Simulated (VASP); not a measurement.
Here is a VASP 6.6.1 calculation.

INCAR

```
ALGO = Normal ; BPARAM = 11.95
CPARAM = 0.0093 ; EDIFF = 1E-6
EDIFFG = -0.01 ; ENCUT = 600
IBRION = 2 ; ISIF = 3
ISMEAR = 0 ; IVDW_NL = 2
LASPH = True ; LCHARG = False
LMIXTAU = True ; LREAL = False
LUSE_VDW = True ; LWAVE = False
METAGGA = R2SCAN ; NELM = 80
NSW = 90 ; PREC = Accurate
SIGMA = 0.03
```

File KPOINTS:

```
k-points
0
Gamma
  10 10 10
```

Contents of POSCAR:

```
Si
1.0
    0.0000000000      2.7135600000      2.7135600000
    2.7135600000      0.0000000000      2.7135600000
    2.7135600000      2.7135600000      0.0000000000
Si
2
Direct
    0.7500000000      0.7500000000      0.7500000000
    0.5000000000      0.5000000000      0.5000000000
```

Potentials or basis: VASP PAW PBE potentials, release 64 (Si).

Run with:

```sh
$ cat potpaw_PBE.64/Si/POTCAR > POTCAR
$ mpirun -np 1 vasp_std > vasp.out
```

Question: Estimate the band gap on the k mesh.

Answer: 0.75 eV, indirect (least direct gap 2.75 eV).

Question: Predict the space group after relaxing (to 0.05 Å).

Answer: Fd-3m (No. 227).

Question: What does it give for the relaxed volume?

Answer: 20.03 Å³/atom.

Final structure:
```
Si
1.0
     0.00000    2.71561    2.71561
     2.71561    0.00000    2.71561
     2.71561    2.71561    0.00000
Si
2
Direct
  0.75000 0.75000 0.75000
  0.50000 0.50000 0.50000
```

Caveat: the PAW data sets were made with another functional, which shifts forces and pressure a little. r2SCAN opens gaps a little over a GGA but as a rule still falls short of measured ones.
